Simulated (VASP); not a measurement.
Wanted: the native input for a VASP 6.6.1 run.

```
Task                            : G0W0 quasiparticle levels
Functional                      : PBE
Potentials or basis             : VASP PAW PBE potentials, release 64 (Si_GW, C_GW)
Cutoff                          : 500 eV
k mesh                          : 6 × 6 × 6
Occupations                     : gaussian, width 0.01 eV
Spin                            : no spin polarisation
GW scheme                       : G0W0
GW iterations                   : 1
Cutoff of the response function : 150
Frequency points                : 48
Empty bands                     : 77
Further INCAR settings          : ALGO = EVGW0; EDIFF = 1e-08; NBANDS = 81
```

SiC (Moissanite 3C):

```
Si C
1.0
     0.00000    2.17900    2.17900
     2.17900    0.00000    2.17900
     2.17900    2.17900    0.00000
Si C
1 1
Direct
  0.00000 0.00000 0.00000
  0.25000 0.25000 0.25000
```

The input as run:

POSCAR

```
SiC                                     
1.0
    0.0000000000      2.1790000000      2.1790000000
    2.1790000000      0.0000000000      2.1790000000
    2.1790000000      2.1790000000      0.0000000000
  Si              C             
     1     1
Direct
     0.0000000000000000    0.0000000000000000    0.0000000000000000
     0.2500000000000000    0.2500000000000000    0.2500000000000000
```

INCAR.step1

```
SYSTEM = SiC
PREC = Accurate
ENCUT = 500
EDIFF = 1E-8
ISMEAR = 0
SIGMA = 0.01
LREAL = .FALSE.
LASPH = .TRUE.
NELM = 80
ALGO = Normal
LWAVE = .TRUE.
LCHARG = .FALSE.
GGA = PE
KPAR = 4
```

INCAR.step2

```
SYSTEM = SiC
PREC = Accurate
ENCUT = 500
EDIFF = 1E-8
ISMEAR = 0
SIGMA = 0.01
LREAL = .FALSE.
LASPH = .TRUE.
NELM = 1
ALGO = Exact
LWAVE = .TRUE.
LCHARG = .FALSE.
GGA = PE
KPAR = 4
NBANDS = 81
LOPTICS = .TRUE.
ISTART = 1
```

INCAR.step3

```
SYSTEM = SiC
PREC = Accurate
ENCUT = 500
EDIFF = 1E-8
ISMEAR = 0
SIGMA = 0.01
LREAL = .FALSE.
LASPH = .TRUE.
ALGO = EVGW0
LWAVE = .FALSE.
LCHARG = .FALSE.
GGA = PE
KPAR = 4
NELMGW = 1
NBANDS = 81
ENCUTGW = 150
NOMEGA = 48
PRECFOCK = Fast
ISTART = 1
NBANDSGW = 12
```

KPOINTS

```
Automatic mesh
0
G
  6 6 6
  0 0 0
```

Potentials or basis: VASP PAW PBE potentials, release 64 (Si_GW, C_GW).

Command:

```bash
$ cat potpaw_PBE.64/Si_GW/POTCAR potpaw_PBE.64/C_GW/POTCAR > POTCAR
$ cp INCAR.step1 INCAR
$ mpirun -np 4 vasp_std > vasp.out
$ cp INCAR.step2 INCAR
$ mpirun -np 4 vasp_std > vasp.out
$ cp INCAR.step3 INCAR
$ mpirun -np 4 vasp_std > vasp.out
```

It gave:

```
Band gap on the k mesh, mean-field level : 1.35 eV, indirect (least direct gap 4.54 eV)
Quasiparticle gap                        : 2.15 eV
Least direct quasiparticle gap           : 5.59 eV
```

Caveat: bands, screening cutoff and mesh are small and nothing is extrapolated, so the quasiparticle values aren't converged.

It took 32 s on 4 MPI ranks on Intel(R) Xeon(R) 6975P-C (Granite Rapids) (shared host), peak memory 0.35 GiB a rank.
